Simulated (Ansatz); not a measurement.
# Si with one Si vacancy: vacancy hop, part 2 of 2

Aim: the minimum-energy path and barrier of the vacancy hop. The ends are relaxed first, then joined by a nudged elastic band. Host space group diamond.

Ansatz 0.2.0; DFT LDA, plane waves, PAW, scalar-relativistic, no spin polarisation. The steps go on from the part before.

## Step 6: Nudged elastic band

crystal.atoms is end A as relaxed above, and neb.final_atoms is end B. With 3 inner images the band has 5 in all.

Input file input.yaml:

```yaml
crystal:
  lattice:
    - [10.86, 0.0, 0.0]
    - [0.0, 10.86, 0.0]
    - [0.0, 0.0, 10.86]
  atoms:
    - { symbol: Si, position: [0.4995656, 9.768e-05, -0.00085939] }
    - { symbol: Si, position: [0.62374428, 0.12324143, 0.12564524] }
    - { symbol: Si, position: [0.74959161, 0.25013407, -0.000159] }
    - { symbol: Si, position: [0.87478414, 0.37447421, 0.1245207] }
    - { symbol: Si, position: [0.75031604, 5.011e-05, 0.24981733] }
    - { symbol: Si, position: [0.87491979, 0.12479801, 0.37444769] }
    - { symbol: Si, position: [0.00036013, -0.00061691, -9.121e-05] }
    - { symbol: Si, position: [0.12626972, 0.12606765, 0.12580192] }
    - { symbol: Si, position: [0.25037881, 0.24932032, -0.00076528] }
    - { symbol: Si, position: [0.3736115, 0.37354015, 0.12567555] }
    - { symbol: Si, position: [0.50039259, 0.49942393, -0.00013643] }
    - { symbol: Si, position: [0.62487712, 0.62451562, 0.12452349] }
    - { symbol: Si, position: [0.75028251, 0.74947254, -0.0007548] }
    - { symbol: Si, position: [0.87514422, 0.87496663, 0.12449679] }
    - { symbol: Si, position: [0.25015855, -0.00026064, 0.24986617] }
    - { symbol: Si, position: [0.49974109, 0.24938327, 0.24978501] }
    - { symbol: Si, position: [0.62374896, 0.37346498, 0.37604375] }
    - { symbol: Si, position: [0.74945063, 0.49912543, 0.24891514] }
    - { symbol: Si, position: [0.87491919, 0.62477725, 0.3741923] }
    - { symbol: Si, position: [0.49949499, 2.724e-05, 0.4991397] }
    - { symbol: Si, position: [0.62368306, 0.12611245, 0.62316612] }
    - { symbol: Si, position: [0.75038171, 0.24934133, 0.49913639] }
    - { symbol: Si, position: [0.87508809, 0.37463347, 0.62418547] }
    - { symbol: Si, position: [0.74941404, -0.00092786, 0.7489954] }
    - { symbol: Si, position: [0.87495522, 0.12477429, 0.8742404] }
    - { symbol: Si, position: [-0.00026175, 0.49990694, -0.00071414] }
    - { symbol: Si, position: [0.12514841, 0.62481305, 0.12457259] }
    - { symbol: Si, position: [0.24946962, 0.75004371, -0.00012025] }
    - { symbol: Si, position: [0.37631107, 0.87588151, 0.12561201] }
    - { symbol: Si, position: [-0.00038778, 0.24943823, 0.24983566] }
    - { symbol: Si, position: [0.12636218, 0.37330978, 0.37324482] }
    - { symbol: Si, position: [0.25031448, 0.50005764, 0.24987625] }
    - { symbol: Si, position: [0.37495056, 0.6247829, 0.37452397] }
    - { symbol: Si, position: [0.49961887, 0.74935373, 0.24974985] }
    - { symbol: Si, position: [0.62357303, 0.87604931, 0.37309378] }
    - { symbol: Si, position: [-0.00058214, 0.00013481, 0.49916583] }
    - { symbol: Si, position: [0.12623376, 0.12314538, 0.62320064] }
    - { symbol: Si, position: [0.25043732, 0.24920997, 0.49924373] }
    - { symbol: Si, position: [0.37647588, 0.37335, 0.62313551] }
    - { symbol: Si, position: [0.49959119, 0.50015326, 0.49913672] }
    - { symbol: Si, position: [0.624845, 0.62486412, 0.62424192] }
    - { symbol: Si, position: [0.74948963, 0.75009878, 0.49991265] }
    - { symbol: Si, position: [0.87469405, 0.87481482, 0.62421047] }
    - { symbol: Si, position: [0.25020099, -2.51e-06, 0.75003799] }
    - { symbol: Si, position: [0.37491905, 0.12476057, 0.87455862] }
    - { symbol: Si, position: [0.49965123, 0.24940536, 0.74995361] }
    - { symbol: Si, position: [0.62480123, 0.37454243, 0.87482676] }
    - { symbol: Si, position: [0.75008331, 0.49985935, 0.74967771] }
    - { symbol: Si, position: [0.87499312, 0.62473303, 0.87437971] }
    - { symbol: Si, position: [0.00047488, 0.75029715, 0.24882883] }
    - { symbol: Si, position: [0.12603353, 0.87586676, 0.37615346] }
    - { symbol: Si, position: [0.00032188, 0.49937063, 0.49989229] }
    - { symbol: Si, position: [0.12509482, 0.62447762, 0.62427402] }
    - { symbol: Si, position: [0.25026713, 0.74926426, 0.49915845] }
    - { symbol: Si, position: [0.37335962, 0.87603662, 0.62318875] }
    - { symbol: Si, position: [0.00047048, 0.25038931, 0.7489103] }
    - { symbol: Si, position: [0.12518617, 0.37445305, 0.87449884] }
    - { symbol: Si, position: [0.24939128, 0.49911244, 0.74900773] }
    - { symbol: Si, position: [0.37497779, 0.62482481, 0.87424648] }
    - { symbol: Si, position: [0.50058354, 0.7503535, 0.74887986] }
    - { symbol: Si, position: [0.62482134, 0.87483509, 0.87446285] }
    - { symbol: Si, position: [-0.00022337, 0.74960354, 0.74962197] }
    - { symbol: Si, position: [0.12501312, 0.87482432, 0.87487521] }
basis:
  ecutwfc: 420.0
kpoints:
  mp_grid: { grid: [1, 1, 1] }
hamiltonian:
  xc: lda
  pseudopotentials: { kind: paw, azcp: { folder: soft_1 } }
scf:
  occupations: { method: gaussian, width: 0.05 }
  lower_state_search: "off"
neb:
  images: 3
  f_tol: 0.05
  initial_path: idpp
  max_iterations: 80
  final_atoms:
    - { symbol: Si, position: [0.5, 0.0, 0.0] }
    - { symbol: Si, position: [0.624679, 0.124679, 0.12459807] }
    - { symbol: Si, position: [0.74985993, 0.24985993, -0.00018009] }
    - { symbol: Si, position: [0.87519996, 0.37519996, 0.12480004] }
    - { symbol: Si, position: [0.74865856, 0.00140458, 0.25134144] }
    - { symbol: Si, position: [0.87540193, 0.124679, 0.375321] }
    - { symbol: Si, position: [0.0, 0.0, 0.0] }
    - { symbol: Si, position: [0.12553356, 0.12548708, 0.12553356] }
    - { symbol: Si, position: [0.25014007, 0.24985993, 0.00018009] }
    - { symbol: Si, position: [0.37451292, 0.37446644, 0.12553356] }
    - { symbol: Si, position: [0.5, 0.5, 0.0] }
    - { symbol: Si, position: [0.62548708, 0.62553356, 0.12553356] }
    - { symbol: Si, position: [0.74985993, 0.75014007, 0.00018009] }
    - { symbol: Si, position: [0.87446644, 0.87451292, 0.12553356] }
    - { symbol: Si, position: [0.25134144, -0.00140458, 0.25134144] }
    - { symbol: Si, position: [0.50140458, 0.24865856, 0.25134144] }
    - { symbol: Si, position: [0.624679, 0.37540193, 0.375321] }
    - { symbol: Si, position: [0.74985993, 0.50018009, 0.25014007] }
    - { symbol: Si, position: [0.87446644, 0.62553356, 0.37451292] }
    - { symbol: Si, position: [0.37573842, 0.12426158, 0.37573842] }
    - { symbol: Si, position: [0.62426158, 0.12426158, 0.62426158] }
    - { symbol: Si, position: [0.74865856, 0.24865856, 0.49859542] }
    - { symbol: Si, position: [0.87446644, 0.37446644, 0.62548708] }
    - { symbol: Si, position: [0.74865856, -0.00140458, 0.74865856] }
    - { symbol: Si, position: [0.87446644, 0.12548708, 0.87446644] }
    - { symbol: Si, position: [0.0, 0.5, 0.0] }
    - { symbol: Si, position: [0.12480004, 0.62480004, 0.12480004] }
    - { symbol: Si, position: [0.25014007, 0.75014007, -0.00018009] }
    - { symbol: Si, position: [0.375321, 0.875321, 0.12459807] }
    - { symbol: Si, position: [0.00018009, 0.24985993, 0.25014007] }
    - { symbol: Si, position: [0.12553356, 0.37446644, 0.37451292] }
    - { symbol: Si, position: [0.25014007, 0.49981991, 0.25014007] }
    - { symbol: Si, position: [0.375321, 0.62459807, 0.375321] }
    - { symbol: Si, position: [0.49859542, 0.75134144, 0.25134144] }
    - { symbol: Si, position: [0.62426158, 0.87573842, 0.37573842] }
    - { symbol: Si, position: [0.0, 0.0, 0.5] }
    - { symbol: Si, position: [0.12459807, 0.124679, 0.624679] }
    - { symbol: Si, position: [0.25134144, 0.24865856, 0.50140458] }
    - { symbol: Si, position: [0.375321, 0.37540193, 0.624679] }
    - { symbol: Si, position: [0.5, 0.5, 0.5] }
    - { symbol: Si, position: [0.624679, 0.62459807, 0.624679] }
    - { symbol: Si, position: [0.74865856, 0.75134144, 0.50140458] }
    - { symbol: Si, position: [0.87540193, 0.875321, 0.624679] }
    - { symbol: Si, position: [0.25134144, 0.00140458, 0.74865856] }
    - { symbol: Si, position: [0.375321, 0.124679, 0.87540193] }
    - { symbol: Si, position: [0.49859542, 0.24865856, 0.74865856] }
    - { symbol: Si, position: [0.62548708, 0.37446644, 0.87446644] }
    - { symbol: Si, position: [0.74985993, 0.49981991, 0.74985993] }
    - { symbol: Si, position: [0.87519996, 0.62480004, 0.87519996] }
    - { symbol: Si, position: [-0.00018009, 0.75014007, 0.25014007] }
    - { symbol: Si, position: [0.12459807, 0.875321, 0.375321] }
    - { symbol: Si, position: [0.0, 0.5, 0.5] }
    - { symbol: Si, position: [0.12553356, 0.62553356, 0.62548708] }
    - { symbol: Si, position: [0.25134144, 0.75134144, 0.49859542] }
    - { symbol: Si, position: [0.37573842, 0.87573842, 0.62426158] }
    - { symbol: Si, position: [-0.00018009, 0.24985993, 0.74985993] }
    - { symbol: Si, position: [0.12480004, 0.37519996, 0.87519996] }
    - { symbol: Si, position: [0.25014007, 0.50018009, 0.74985993] }
    - { symbol: Si, position: [0.37451292, 0.62553356, 0.87446644] }
    - { symbol: Si, position: [0.50140458, 0.75134144, 0.74865856] }
    - { symbol: Si, position: [0.624679, 0.875321, 0.87540193] }
    - { symbol: Si, position: [0.00018009, 0.75014007, 0.74985993] }
    - { symbol: Si, position: [0.12553356, 0.87451292, 0.87446644] }
  order_check: true
```

On the command line:

```bash
ansatz run input.yaml --threads 4 --pin off --max-ram 10240MiB --backend cpu --events-out ev --progress --plain --runs-dir out
```

The log of the run, cut to the lines that bear on the results:

```text
Warning: neb: disabling space-group detection — the band's intermediate images generally break the endpoint symmetry, so no spatial operation reduces the k-mesh or symmetrises the density, except that a semilocal band can use its path's symmetry ahead of convergence; time reversal is [...]
Warning: <dir> the record states the generating functional pbe (its physics header spells it `PBE`), which answers neither for hamiltonian.xc's functional nor for the lda family's — results may be inconsistent (PPs are generated against a specific XC)
Warning: RAYON_NUM_THREADS=4 ignored (pool sized by the plan → 4); use --threads N
[...]
Pseudopotentials: kind: paw
Pseudopotential: Si, paw, valence charge 4, recommended cutoff 420 eV (normal), <dir>
Functional definition: SPW92
[...]
parallel-image band execution: 3 concurrent image workers
NEB image 0
Crystal: 63 atoms, lattice volume = 1280.824 Å³
Basis set: ecut = 420 eV, 25173 PW (Γ)
Bands: 189, of which v1, the nominal top of the filled ones, is band 126 counted from 1 (125 counted from 0)
Symmetry: 1 space group operations
k-points: 1
[...]
SCF iter   1: F=—  HF=-38343.718305 eV  |F-HF|=—  |Δ(HF+E_count)|=         —  Δρ=4.72e-2  dr2=2.92e1  ethr=3.10e-3  ⟨swp⟩=7.0  Hψ=953  notcnv=0  defer=23
[...]
NSCF: frozen V_eff on 1 k-points
NEB image 4
[...]
SCF iter   6: F=—  HF=-38334.768071 eV  |F-HF|=—  |Δ(HF+E_count)|=   5.39e-4  Δρ=9.75e-5  dr2=5.69e-4  ethr=1.77e-6  ⟨swp⟩=3.0  Hψ=282  notcnv=0  defer=45
```

## Step 7: The output, continued: band between the two ends

The log, continued, cut to the lines that bear on the results:

```text
SCF iter   7: F=—  HF=-38334.768039 eV  |F-HF|=—  |Δ(HF+E_count)|=   3.26e-5  Δρ=3.88e-5  dr2=7.26e-5  ethr=2.26e-7  ⟨swp⟩=2.0  Hψ=215  notcnv=0  defer=45
[...]
NSCF: frozen V_eff on 1 k-points
NEB end point (image 0): max|allowed force component| = 8.588e-3 eV/Å (the criterion of neb.relax_end_points is 1.000e-2)
NEB end point (image 4): max|allowed force component| = 6.935e-3 eV/Å (the criterion of neb.relax_end_points is 1.000e-2)
NEB image 1
[...]
SCF iter   5: F=—  HF=-38334.356961 eV  |F-HF|=—  |Δ(HF+E_count)|=   4.00e-3  Δρ=4.16e-4  dr2=5.70e-3  ethr=1.23e-5  ⟨swp⟩=2.0  Hψ=174  notcnv=0  defer=49
[...]
NEB image 2
[...]
NEB image 3
[...]
NEB iter   1: max|band force component| = 6.117e-1 eV/Å  barrier→ = 0.8935 eV  barrier← = 0.8934 eV  Δτ_max = 0.1787 Å  (46 SCF iters)
[...]
NEB image 2
[...]
NEB image 3
[...]
NEB image 1
NSCF: frozen V_eff on 1 k-points
NEB image 3
NSCF: frozen V_eff on 1 k-points
NEB image 2
NSCF: frozen V_eff on 1 k-points
[...]
NEB image 2, as the band closes
NEB point 1 about image 2
NEB point 2 about image 2
[...]
NEB point 3 about image 2
[...]
NEB point 4 about image 2
[...]
NEB point 5 about image 2
NEB point 6 about image 2
NEB point 7 about image 2
[...]
NEB point 8 about image 2
[...]
NEB point 9 about image 2
[...]
NEB point 10 about image 2
[...]
NEB point 11 about image 2
[...]
NEB point 12 about image 2
[...]
NEB point 13 about image 2
[...]
NEB point 14 about image 2
[...]
NEB point 15 about image 2
[...]
NEB point 16 about image 2
[...]
NEB point 17 about image 2
[...]
NEB point 18 about image 2
[...]
NEB point 19 about image 2
[...]
NEB point 20 about image 2
[...]
NEB point 21 about image 2
[...]
NEB point 22 about image 2
NEB point between images 0 and 1
[...]
NEB point between images 1 and 2
[...]
NEB point between images 2 and 3
[...]
NEB point between images 3 and 4
[...]
NEB point between images 0 and 1
```

## Step 8: The output, continued: band between the two ends

The log, continued, cut to the lines that bear on the results:

```text
[...]
NEB point between images 0 and 1
[...]
NEB point between images 1 and 2
[...]
NEB point between images 1 and 2
[...]
NEB point between images 2 and 3
[...]
NEB point between images 2 and 3
[...]
NEB point between images 3 and 4
[...]
NEB point between images 3 and 4
[...]
NEB iter  10: max|band force component| = 4.983e-2 eV/Å  barrier→ = 0.3396 eV  barrier← = 0.3395 eV  CI = image 2  Δτ_max = 0.0000 Å  (323 SCF iters)
Free energy (F): -38334.427934 eV
[...]
E sigma→0 (E₀):  -38334.399729 eV
Entropy (-TS):   -0.056410 eV (-0.895 meV/atom)
Fermi energy:    6.329950 eV
[...]
--- Forces (eV/Å), atoms counted from 1 ---
  atom   1  Si     0.00058882    -0.00060297    -0.00050848
  atom   2  Si    -0.00000501    -0.00006397     0.00102432
  atom   3  Si     0.00005910     0.00029832    -0.00033144
  atom   4  Si     0.00000187     0.00029390    -0.00005745
[...]
    - { symbol: Si, position: [0.1237082379705696, 0.6248148564447397, 0.6259411263183202] }
    - { symbol: Si, position: [0.24914083734846612, 0.7496390045613439, 0.49963474506274747] }
    - { symbol: Si, position: [0.3721761499979987, 0.8907203659987106, 0.6088786497612795] }
    - { symbol: Si, position: [-1.7979625474579636e-5, 0.25104874664181237, 0.7510283519202501] }
    - { symbol: Si, position: [0.1262886917731971, 0.3735520881357882, 0.8780300785843679] }
    - { symbol: Si, position: [0.24845618759145838, 0.5000490547610791, 0.7509138843880944] }
    - { symbol: Si, position: [0.37494167266978107, 0.6265147003380084, 0.8730018907774372] }
    - { symbol: Si, position: [0.4959893653647274, 0.7583272859128268, 0.7412422586756932] }
    - { symbol: Si, position: [0.6226078277542604, 0.8771878811657806, 0.870684737097231] }
    - { symbol: Si, position: [-0.0032440821428308883, 0.7511707779426118, 0.7484295764641636] }
    - { symbol: Si, position: [0.12373939081258688, 0.8735504675496001, 0.8748417647248492] }
```

Run time: 5.4 min. Hardware: 4 threads of Arm Neoverse V2, shared host; peak memory 2.3 GiB.

## Step 9: What the band shows

Images 0 and 4 are the ends. Energies count from image 0; the path length is the program's own measure over all atoms.

```tsv
image	path (Å)	energy (eV)	Si16–Si20 (Å)	Si15–Si20 (Å)	Si20–Si38 (Å)	Si20–Si35 (Å)	Si20 x y z (Å)	band force (eV/Å)
0	0.000	0.0000	3.83	3.83	3.83	2.35	5.42 0.00 5.42	-
1	0.858	0.0452	2.87	3.53	3.52	2.41	5.28 0.41 5.01	0.027
2*	1.717	0.3396	2.70	2.74	2.73	2.72	4.76 0.69 4.75	0.004
3	2.561	0.0537	2.41	2.54	2.42	3.50	4.49 1.20 4.49	0.050
4	3.412	0.0001	2.35	2.35	2.35	3.82	4.08 1.35 4.08	-
```

The star marks the climbing image.

image, energy (eV) and a bar:
```
        0      0.000 
        1      0.045 ####
        2      0.340 ##############################
        3      0.054 #####
        4      0.000
```

How the highest energy settled:

```tsv
iteration	highest image above image 0 (eV)	largest band force (eV/Å)
1	0.8935	0.612
2	0.5942	0.301
3	0.4020	0.273
4	0.3485	0.098
5	0.3406	0.079
6	0.3403	0.329
7	0.3402	0.136
8	0.3399	0.092
9	0.3397	0.098
10	0.3396	0.050
```

Positions (Å) of images 0, 2, 4:

```xyz
63
Lattice="10.860 0.000 0.000 0.000 10.860 0.000 0.000 0.000 10.860" Properties=species:S:1:pos:R:3 pbc="T T T" image=0 dE=0.0000
Si    5.425    0.001   -0.009
Si    6.774    1.338    1.365
Si    8.141    2.716   -0.002
Si    9.500    4.067    1.352
Si    8.148    0.001    2.713
Si    9.502    1.355    4.067
Si    0.004   -0.007   -0.001
Si    1.371    1.369    1.366
Si    2.719    2.708   -0.008
Si    4.057    4.057    1.365
Si    5.434    5.424   -0.001
Si    6.786    6.782    1.352
Si    8.148    8.139   -0.008
Si    9.504    9.502    1.352
Si    2.717   -0.003    2.714
Si    5.427    2.708    2.713
Si    6.774    4.056    4.084
Si    8.139    5.421    2.703
Si    9.502    6.785    4.064
Si    5.425    0.000    5.421
Si    6.773    1.370    6.768
Si    8.149    2.708    5.421
Si    9.503    4.069    6.779
Si    8.139   -0.010    8.134
Si    9.502    1.355    9.494
Si   -0.003    5.429   -0.008
Si    1.359    6.785    1.353
Si    2.709    8.145   -0.001
Si    4.087    9.512    1.364
Si   -0.004    2.709    2.713
Si    1.372    4.054    4.053
Si    2.718    5.431    2.714
Si    4.072    6.785    4.067
Si    5.426    8.138    2.712
Si    6.772    9.514    4.052
Si   -0.006    0.001    5.421
Si    1.371    1.337    6.768
Si    2.720    2.706    5.422
Si    4.089    4.055    6.767
Si    5.426    5.432    5.421
Si    6.786    6.786    6.779
Si    8.139    8.146    5.429
Si    9.499    9.500    6.779
Si    2.717    0.000    8.145
Si    4.072    1.355    9.498
Si    5.426    2.709    8.144
Si    6.785    4.068    9.501
Si    8.146    5.428    8.142
Si    9.502    6.785    9.496
Si    0.005    8.148    2.702
Si    1.369    9.512    4.085
Si    0.003    5.423    5.429
Si    1.359    6.782    6.780
Si    2.718    8.137    5.421
Si    4.055    9.514    6.768
Si    0.005    2.719    8.133
Si    1.360    4.067    9.497
Si    2.708    5.420    8.134
Si    4.072    6.786    9.494
Si    5.436    8.149    8.133
Si    6.786    9.501    9.497
Si   -0.002    8.141    8.141
Si    1.358    9.501    9.501
63
Lattice="10.860 0.000 0.000 0.000 10.860 0.000 0.000 0.000 10.860" Properties=species:S:1:pos:R:3 pbc="T T T" image=2 dE=0.3396
Si    5.429    0.000   -0.003
Si    6.799    1.355    1.351
Si    8.158    2.729   -0.006
Si    9.538    4.057    1.368
Si    8.149    0.000    2.701
Si    9.504    1.355    4.071
Si    0.018   -0.002    0.017
Si    1.450    1.312    1.448
Si    2.740    2.688    0.042
Si    4.116    3.969    1.456
Si    5.428    5.403    0.022
Si    6.801    6.785    1.340
Si    8.131    8.157   -0.039
Si    9.505    9.484    1.342
Si    2.888   -0.033    2.885
Si    5.467    2.530    2.896
Si    6.799    4.075    4.071
Si    8.157    5.431    2.696
Si    9.480    6.808    4.069
Si    4.762    0.687    4.745
Si    6.607    1.392    6.602
Si    8.149    2.725    5.426
Si    9.505    4.083    6.802
Si    8.044    0.042    8.042
Si    9.478    1.355    9.475
Si    0.002    5.426    0.000
Si    1.372    6.750    1.369
Si    2.700    8.130   -0.005
Si    4.073    9.491    1.351
Si    0.044    2.688    2.737
Si    1.452    3.976    4.113
Si    2.740    5.384    2.738
Si    4.074    6.785    4.071
Si    5.429    8.141    2.702
Si    6.609    9.681    4.035
Si   -0.001    0.000    5.426
Si    1.356    1.355    6.794
Si    2.891    2.538    5.460
Si    4.073    4.074    6.795
Si    5.429    5.429    5.426
Si    6.762    6.830    6.759
Si    8.046    8.241    5.383
Si    9.457    9.526    6.759
Si    2.705   -0.001    8.145
Si    4.074    1.355    9.500
Si    5.429    2.724    8.145
Si    6.801    4.085    9.501
Si    8.130    5.464    8.128
Si    9.501    6.788    9.497
Si    0.000    8.129    2.699
Si    1.356    9.492    4.071
Si    0.019    5.407    5.428
Si    1.343    6.785    6.798
Si    2.706    8.141    5.426
Si    4.042    9.673    6.612
Si    0.000    2.726    8.156
Si    1.371    4.057    9.535
Si    2.698    5.431    8.155
Si    4.072    6.804    9.481
Si    5.386    8.235    8.050
Si    6.762    9.526    9.456
Si   -0.035    8.158    8.128
Si    1.344    9.487    9.501
63
Lattice="10.860 0.000 0.000 0.000 10.860 0.000 0.000 0.000 10.860" Properties=species:S:1:pos:R:3 pbc="T T T" image=4 dE=0.0001
Si    5.430    0.000    0.000
Si    6.784    1.354    1.353
Si    8.143    2.713   -0.002
Si    9.505    4.075    1.355
Si    8.130    0.015    2.730
Si    9.507    1.354    4.076
Si    0.000    0.000    0.000
Si    1.363    1.363    1.363
Si    2.717    2.713    0.002
Si    4.067    4.067    1.363
Si    5.430    5.430    0.000
Si    6.793    6.793    1.363
Si    8.143    8.147    0.002
Si    9.497    9.497    1.363
Si    2.730   -0.015    2.730
Si    5.445    2.700    2.730
Si    6.784    4.077    4.076
Si    8.143    5.432    2.717
Si    9.497    6.793    4.067
Si    4.081    1.349    4.081
Si    6.779    1.349    6.779
Si    8.130    2.700    5.415
Si    9.497    4.067    6.793
Si    8.130   -0.015    8.130
Si    9.497    1.363    9.497
Si    0.000    5.430    0.000
Si    1.355    6.785    1.355
Si    2.717    8.147   -0.002
Si    4.076    9.506    1.353
Si    0.002    2.713    2.717
Si    1.363    4.067    4.067
Si    2.717    5.428    2.717
Si    4.076    6.783    4.076
Si    5.415    8.160    2.730
Si    6.779    9.511    4.081
Si    0.000    0.000    5.430
Si    1.353    1.354    6.784
Si    2.730    2.700    5.445
Si    4.076    4.077    6.784
Si    5.430    5.430    5.430
Si    6.784    6.783    6.784
Si    8.130    8.160    5.445
Si    9.507    9.506    6.784
Si    2.730    0.015    8.130
Si    4.076    1.354    9.507
Si    5.415    2.700    8.130
Si    6.793    4.067    9.497
Si    8.143    5.428    8.143
Si    9.505    6.785    9.505
Si   -0.002    8.147    2.717
Si    1.353    9.506    4.076
Si    0.000    5.430    5.430
Si    1.363    6.793    6.793
Si    2.730    8.160    5.415
Si    4.081    9.511    6.779
Si   -0.002    2.713    8.143
Si    1.355    4.075    9.505
Si    2.717    5.432    8.143
Si    4.067    6.793    9.497
Si    5.445    8.160    8.130
Si    6.784    9.506    9.507
Si    0.002    8.147    8.143
Si    1.363    9.497    9.497
```

## Step 10: What came out

What follows sums up all 2 parts.

```
                    quantity                    value
                       end A  3 moves, 1.235 eV lower
                       end B  2 moves, 0.050 eV lower
            barrier forwards                  0.34 eV
           barrier backwards                  0.34 eV
second end relative to first                 0.000 eV
               highest image    2 of 0 to 4, climbing
             band iterations                       10
lowest curvatures at the top     -0.68 and 0.30 eV/Å²
```

What this shows: Along this path the system climbs 0.34 eV from the first end (13 kT at 300 K), which at an assumed attempt frequency of 10^13 s⁻¹ means a rate near 10^7 s⁻¹. The two ends lie within 1 meV of each other. The program found one negative curvature at the climbing image, so it is a first-order saddle. A cell of 63 atoms lets the moving atom feel its images, and convergence in size and mesh was not shown.
